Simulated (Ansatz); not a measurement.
**Pressure against volume: Si2Mo**

```xyz
3
Lattice="-1.6000 1.6000 3.9305 1.6000 -1.6000 3.9305 1.6000 1.6000 -3.9305" Properties=species:S:1:pos:R:3 pbc="T T T"
Si    0.0000    0.0000    2.6177
Si    0.0000    0.0000    5.2433
Mo    0.0000    0.0000    0.0000
```

The cell is COD entry 1010282, as deposited and not checked against the literature; nothing was relaxed. It is an old determination, and later ones may differ.

Levels of theory: DFT, PBE, all-electron LAPW, scalar-relativistic (Ansatz 0.2.0); DFT, PBE, PAW with Ansatz's default frozen-core files, scalar-relativistic (Ansatz 0.2.0).

For LAPW: a Γ-centred 12×12×16 k mesh, Fermi–Dirac smearing of 0.03 eV, basis error target 1 meV/atom, no spin polarisation; this mesh doesn't keep the crystal's whole symmetry, which leaves small spurious terms. PAW takes a cutoff of 420 eV at this cell. The Ansatz runs share mesh, smearing and spin set-up. Plane-wave (PAW) pressures include the program's estimate of the Pulay term.

The cell above is scaled evenly, with fractional coordinates and shape held.

| V/V(cell) | V (Å³/atom) | P, LAPW (GPa) | P, PAW (GPa) |
| --- | --- | --- | --- |
| 0.9400 | 12.611 | 17.68 | 17.66 |
| 0.9600 | 12.879 | 11.98 | 11.96 |
| 0.9800 | 13.148 | 6.86 | 6.83 |
| 0.9900 | 13.282 | 4.50 | 4.47 |
| 1.0000 | 13.416 | 2.26 | 2.23 |
| 1.0100 | 13.550 | 0.14 | 0.11 |
| 1.0200 | 13.684 | -1.87 | -1.90 |
| 1.0400 | 13.953 | -5.58 | -5.61 |
| 1.0600 | 14.221 | -8.91 | -8.94 |

Task: What do Birch–Murnaghan fits to the pressures give?

Result: LAPW: V0 = 13.56 Å³/atom, B0 = 208 GPa, B0′ = 4.4; PAW: V0 = 13.56 Å³/atom, B0 = 208 GPa, B0′ = 4.4.

PAW's V0 lies -0.02 % from the all-electron value and its B0 0.1 %. With shape and internal coordinates held, B0 is an upper bound to the relaxed modulus.
